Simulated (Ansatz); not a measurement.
# C: the cost of one run

Computed with Ansatz 0.2.0 (DFT PBE, scalar-relativistic, plane waves, PAW, unless a step's input says otherwise).

### Step 1. The starting structure

The structure is orthorhombic, space group Pmm2 (No. 25). The conventional cell has a = 7.369 Å, b = 8.524 Å, c = 25.090 Å, α = 90.00°, β = 90.00°, γ = 90.00°. C (site symmetry m) is surrounded by 2 C at 1.42 Å. C (site symmetry mm2) is surrounded by 2 C at 1.42 Å. C (site symmetry mm2) is surrounded by 3 C at 1.42 Å. Around C (site symmetry m) lie 3 C at 1.42 Å. Only part of the 15 independent sites is listed.

Structure file:

```xyz
23
Lattice="7.3685 0.0000 0.0000 0.0000 8.5238 0.0000 0.0000 0.0000 25.0904" Properties=species:S:1:pos:R:3 pbc="T T T"
C     2.4562    0.0000    9.0000
C     4.9123    0.0000    9.0000
C     7.3685    0.0000    9.0000
C     1.2281    0.0000    9.7090
C     3.6843    0.0000    9.7090
C     6.1404    0.0000    9.7090
C     1.2281    0.0000   11.1271
C     3.6843    0.0000   11.1271
C     6.1404    0.0000   11.1271
C     0.0000    0.0000   11.8361
C     2.4562    0.0000   11.8361
C     4.9123    0.0000   11.8361
C     2.4562    0.0000   13.2542
C     4.9123    0.0000   13.2542
C     7.3685    0.0000   13.2542
C     1.2281    0.0000   13.9632
C     3.6843    0.0000   13.9632
C     6.1404    0.0000   13.9632
C     1.2281    0.0000   15.3813
C     3.6843    0.0000   15.3813
C     6.1404    0.0000   15.3813
C     0.0000    0.0000   16.0904
C     2.4562    0.0000   16.0904
```

Slab cut from the bulk at the bulk's listed lattice constants, lower half held.

### Step 2. Relaxing the atoms

Contents of input.yaml:

```yaml
crystal:
  lattice:
    - [7.36851048, 0.0, 0.0]
    - [0.0, 8.52380336, 0.0]
    - [0.0, 0.0, 25.0903524755]
  atoms:
    - { symbol: C, position: [0.33333333, 0.0, 0.3587036096] }
    - { symbol: C, position: [0.6666666633, 0.0, 0.3587036096] }
    - { symbol: C, position: [0.9999999967, 0.0, 0.3587036096] }
    - { symbol: C, position: [0.1666666667, 0.0, 0.3869628897] }
    - { symbol: C, position: [0.5, 0.0, 0.3869628897] }
    - { symbol: C, position: [0.8333333333, 0.0, 0.3869628897] }
    - { symbol: C, position: [0.1666666633, 0.0, 0.4434814399] }
    - { symbol: C, position: [0.4999999967, 0.0, 0.4434814399] }
    - { symbol: C, position: [0.83333333, 0.0, 0.4434814399] }
    - { symbol: C, position: [0.0, 0.0, 0.4717407199] }
    - { symbol: C, position: [0.3333333333, 0.0, 0.4717407199] }
    - { symbol: C, position: [0.6666666667, 0.0, 0.4717407199] }
    - { symbol: C, position: [0.33333333, 0.0, 0.5282592801] }
    - { symbol: C, position: [0.6666666633, 0.0, 0.5282592801] }
    - { symbol: C, position: [0.9999999967, 0.0, 0.5282592801] }
    - { symbol: C, position: [0.1666666667, 0.0, 0.5565185601] }
    - { symbol: C, position: [0.5, 0.0, 0.5565185601] }
    - { symbol: C, position: [0.8333333333, 0.0, 0.5565185601] }
    - { symbol: C, position: [0.1666666633, 0.0, 0.6130371103] }
    - { symbol: C, position: [0.4999999967, 0.0, 0.6130371103] }
    - { symbol: C, position: [0.83333333, 0.0, 0.6130371103] }
    - { symbol: C, position: [0.0, 0.0, 0.6412963904] }
    - { symbol: C, position: [0.3333333333, 0.0, 0.6412963904] }
basis:
  ecutwfc: 600.0
  fft_grid_basis: typed
kpoints:
  mp_grid: { grid: [4, 3, 1] }
hamiltonian:
  xc: pbe
  pseudopotentials: { kind: paw }
scf:
  occupations: { method: gaussian, width: 0.1 }
output:
  forces: true
  eigenvalues: true
efield:
  axis: 3
  dipole_correction: true
  ramp_width: 0.04
relax:
  adjacent_minimum: "off"
  f_tol: 0.04
  max_steps: 40
  constraints: [{ sites: [0, 1, 2, 3, 4, 5, 6, 7, 8, 9, 10, 11] }]
```

Command:

```sh
ansatz run input.yaml --threads 4 --pin off --max-ram 8847MiB --backend cpu --events-out ev --progress --plain --runs-dir out
```

**Question.** How long does this run take on 4 threads of Arm Neoverse V2, shared host, and how much memory does it need?

About 4.7 min, with a peak of 4 GiB.
